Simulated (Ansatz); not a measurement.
The system is Au.

```
Au
1.0
     0.00000    2.03500    2.03500
     2.03500    0.00000    2.03500
     2.03500    2.03500    0.00000
Au
1
Direct
  0.00000 0.00000 0.00000
```

Program: Ansatz 0.2.0. Alike in all runs: potentials or basis all-electron LAPW, scalar-relativistic; no spin polarisation; cell as given. Hardware: 1 thread of Arm Neoverse V1, with other jobs on the host.

**Question.** Order these runs on this cell by their wall time, lowest first.
A. task single point; level PBE; k mesh 8 × 8 × 8; cutoff (eV) 221; smearing fermi-dirac 0.03 eV; basis error allowed 0.003 eV/atom; mesh quality coarse
B. task single point; level PBE; k mesh 4 × 4 × 4; cutoff (eV) 231; smearing fermi-dirac 0.04 eV; basis error allowed 0.002 eV/atom; mesh quality coarse
C. task band structure; level LDA; k mesh 11 × 11 × 11; cutoff (eV) 249; smearing fermi-dirac 0.05 eV; basis error allowed 0.001 eV/atom; mesh quality not flagged

**Answer.** B (1.7 s), A (3.6 s), C (11 s).

Caveats: some runs use coarse meshes; the k mesh is thin for a metal, which can move the energy by tens of meV per atom (some runs).

Not every run made on this cell is shown here.
